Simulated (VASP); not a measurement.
Pb:

```
Pb
1.0
     3.48000    0.00000    0.00000
    -1.74000    3.01377    0.00000
     0.00000    0.00000    5.59000
Pb
2
Direct
  0.66667 0.33333 0.75000
  0.33333 0.66667 0.25000
```

This isn't the form of Pb at room conditions, which is fcc.

| Quantity | Value |
| --- | --- |
| Program | VASP 6.6.1 |
| Task | relaxation of cell and atoms |
| Functional | PBE |
| Potentials or basis | VASP PAW PBE potentials, release 64 (Pb_d) |
| Cutoff | 600 eV |
| k mesh | 7 × 7 × 4 |
| Occupations | fermi-dirac, width 0.05 eV |
| Spin | no spin polarisation |

At the start: pressure 3.8 GPa; volume 29.31 Å³/atom.

Q: How do energy, volume and symmetry change on relaxing?

A: Over 7 steps the energy falls by 26.5 meV/atom and the volume is 31.73 Å³/atom (+8.2 %); space group P6_3/mmc (No. 194, to 0.05 Å).

The path:
```csv
step,energy change (eV),largest force (eV/Å),pressure (GPa),volume (Å³)
1,0.0000,0.0000,3.80,58.63
2,-0.0496,0.0000,-0.76,64.72
3,-0.0526,0.0000,-0.01,63.40
4,-0.0526,0.0000,-0.06,63.50
5,-0.0529,0.0000,-0.06,63.48
6,-0.0530,0.0000,-0.04,63.46
7,-0.0530,0.0000,-0.02,63.46
```

Final structure:
```yaml
crystal:
  lattice:
    - [3.58959, 0.00000, 0.00000]
    - [-1.79480, 3.10868, 0.00000]
    - [0.00000, 0.00000, 5.68692]
  atoms:
    - { symbol: Pb, position: [0.66667, 0.33333, 0.75000] }
    - { symbol: Pb, position: [0.33333, 0.66667, 0.25000] }
```
